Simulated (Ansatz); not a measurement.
A series in volume scale on BaTiO3

All results are calculated (Ansatz 0.2.0). Periodic Kohn-Sham DFT of a crystal at fixed atoms, scaled to volume_scale times the given cell; pressure positive in compression, energy less spherical unpolarised free atoms, largest_vzz the field gradient of largest size among the nuclei.

The cell before it is scaled or strained (space group P4/mmm, No. 123):
```
CELL_PARAMETERS angstrom
3.99980 0.00000 0.00000
0.00000 3.99980 0.00000
0.00000 0.00000 4.01800
ATOMIC_POSITIONS crystal
Ba 0.00000 0.00000 0.00000
Ti 0.50000 0.50000 0.50000
O 0.50000 0.50000 0.00000
O 0.50000 0.00000 0.50000
O 0.00000 0.50000 0.50000
```

Settings of every row: method all-electron LAPW; functional PBE; relativity scalar; k mesh 7x7x7; filling fermi-dirac; smearing width 0.03 eV; basis error target 1 meV/atom; nucleus gaussian.

Atom start moment: 0 on all atoms.

Limits: no spin-orbit coupling on heavy atoms; atoms stay on their symmetric sites, though polar or tilted forms of a perovskite may lie lower.

```
row  volume scale  V (Å³/atom)  energy less free atoms (eV/atom)  pressure (GPa)
  1          0.94       12.085                           -7.7785          13.774
  2          0.96       12.342                            -7.797           9.298
  3          0.98       12.599                           -7.8086           5.286
  4          0.99       12.728                           -7.8121           3.439
  5             1       12.856                           -7.8141           1.688
  6          1.01       12.985                           -7.8148           0.032
  7          1.02       13.113                           -7.8142          -1.537
  8          1.04       13.371                           -7.8094          -4.429
  9          1.06       13.628                                 ?               ?
```

Question: what energy less free atoms and pressure should row 9 give?

Worked fit of energy less free atoms. Take u = (V_r/V)^(2/3) − 1 with V_r = 12.792 Å³ an atom, which is twice the finite (Eulerian) strain; such expansions in the strain, on which the Birch-Murnaghan equation of state is built, carry the rest volume and the bulk modulus. The shown rows have u = 0.03863, 0.02416, 0.01019, 0.00335, -0.00332, -0.00993, -0.01639, -0.02908. Least squares give energy less free atoms = −7.81328 + 0.3029 × u + 15.198 × u² + 6.8 × u³ eV/atom; a parabola predicts inner rows, each left out in turn, worse (root mean square 6.9e-05 against 1.5e-05 eV/atom). All shown rows lie on it to the printed digit. Its lowest point lies at u = -0.0100, or V = 12.99 Å³ an atom, and the curvature there gives the bulk modulus at fixed shape and fractions, B = (4/9)(1 + u)² E″(u)/V = 161 GPa. Letting shape and atoms relax would as a rule lower it, by much in layered, chain or molecular crystals. The withheld row has u = -0.04133, so the fit gives −7.81328 + 0.3029 × (-0.04133) + 15.198 × (-0.04133)² + 6.8 × (-0.04133)³ = -7.8003 eV/atom.

The calculation gave -7.8001 eV/atom. The fit lies 0.0002 eV/atom (0.55 % of the column's range) below it; its largest miss of a shown row is 0.0000 eV/atom. This row lies beyond the range of the fit.

Worked fit of pressure. Take u = (V_r/V)^(2/3) − 1 with V_r = 12.792 Å³ an atom, which is twice the finite (Eulerian) strain; such expansions in the strain, on which the Birch-Murnaghan equation of state is built, carry the rest volume and the bulk modulus. The shown rows have u = 0.03863, 0.02416, 0.01019, 0.00335, -0.00332, -0.00993, -0.01639, -0.02908. Least squares give pressure = 2.5489 + 261.575 × u + 747.73 × u² GPa; a straight line predicts inner rows, each left out in turn, worse (root mean square 0.26 against 0.0068 GPa). The rows lie off it by 0.005, -0.007, -0.006, 0.005, -0.001, 0.007, 0.000, -0.004 (root mean square 0.005 GPa). The pressure vanishes at u = -0.0100, or V = 12.99 Å³ an atom, and there the bulk modulus at fixed shape and fractions is B = −V dP/dV = (2/3)(1 + u) dP/du = 163 GPa. Letting shape and atoms relax would as a rule lower it, by much in layered, chain or molecular crystals. The withheld row has u = -0.04133, so the fit gives 2.5489 + 261.575 × (-0.04133) + 747.73 × (-0.04133)² = -6.985 GPa.

The calculation gave -7.019 GPa. The fit lies 0.034 GPa (0.16 % of the column's range) above it; its largest miss of a shown row is 0.007 GPa. This row lies beyond the range of the fit.
